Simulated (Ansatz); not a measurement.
Runs of Ansatz 0.2.0 on GaN. The structure is hexagonal, space group P-6m2 (No. 187). Conventional cell: a = 2.981 Å, b = 2.981 Å, c = 2.683 Å, α = 90.00°, β = 90.00°, γ = 120.00°. Ga (site symmetry -6m2) has 6 N at 2.18 Å as nearest neighbours. N (site symmetry -6m2) is surrounded by 6 Ga at 2.18 Å. The cell was built by a generator and needn't be a form met in nature.

| task | level | spin | cell | k mesh | cutoff (eV) | points for each segment of the path | gap on the mesh (eV) | pressure (GPa) | relaxed volume (Å³/atom) |
| --- | --- | --- | --- | --- | --- | --- | --- | --- | --- |
| single point | r2SCAN50 | off | as given | 5 × 5 × 5 | 500 | - | (d) | (a) | - |
| band structure | HSE06 | off | as given | 5 × 5 × 5 | 420 | 4 | - | -10.4 | - |
| relaxation of cell and atoms | HSEsol | off | relaxed | 5 × 5 × 5 | 420 | - | 1.05 | 0.0 | 9.57 |
| relaxation of cell and atoms | HF | off | relaxed | 5 × 5 × 5 | 420 | - | 8.13 | 0.0 | (c) |
| single point | B3LYP | off | as given | 5 × 5 × 5 | 420 | - | 0.74 | -3.3 | - |
| single point | r2SCANh | off | as given | 5 × 5 × 5 | 500 | - | 0.30 | -11.3 | - |
| band structure | HSEsol | off | as given | 5 × 5 × 5 | 420 | 4 | - | -14.8 | - |
| single point | r2SCAN0 | off | as given | 5 × 5 × 5 | 500 | - | 1.31 | -14.8 | - |
| band structure | HSE03 | off | as given | 5 × 5 × 5 | 420 | 4 | - | -9.3 | - |
| single point | HSE06 | SOC, no magnetisation | as given | 4 × 4 × 4 | 420 | - | none | -9.4 | - |
| relaxation of cell and atoms | PBEsol0 | off | relaxed | 5 × 5 × 5 | 420 | - | (b) | 0.0 | 9.55 |
| relaxation of cell and atoms | HSE06 | off | relaxed | 5 × 5 × 5 | 420 | - | 0.90 | 0.0 | 9.78 |

Alike in all rows: potentials or basis Ansatz PAW; smearing fermi-dirac 0.05 eV; the mesh is coarse, so values aren't converged.

Q: Fill in the values left out.

A: (a) -20.0; (b) 1.79; (c) 9.71; (d) 3.03.

Caveats: all runs use coarse meshes; the PAW data sets come from PBE, with cores solved anew for the run's functional, which leaves a small shift of forces and pressure; odd divisions of the mesh miss points on the zone boundary, where band edges often lie, so the gap on the mesh can be too wide (some runs); the thresholds are loose for stress (some runs); the plane-wave basis is chosen anew once the cell has moved, so the energies of steps on either side of that aren't comparable (some runs); so large a pressure means that the cell lies far from this level's equilibrium, or that cutoff or potentials fall short (some runs).

A k mesh can miss the band edges, and rows without SOC leave out spin-orbit coupling on Ga.

A gap of «none» marks a metal or a gap under the smearing width.
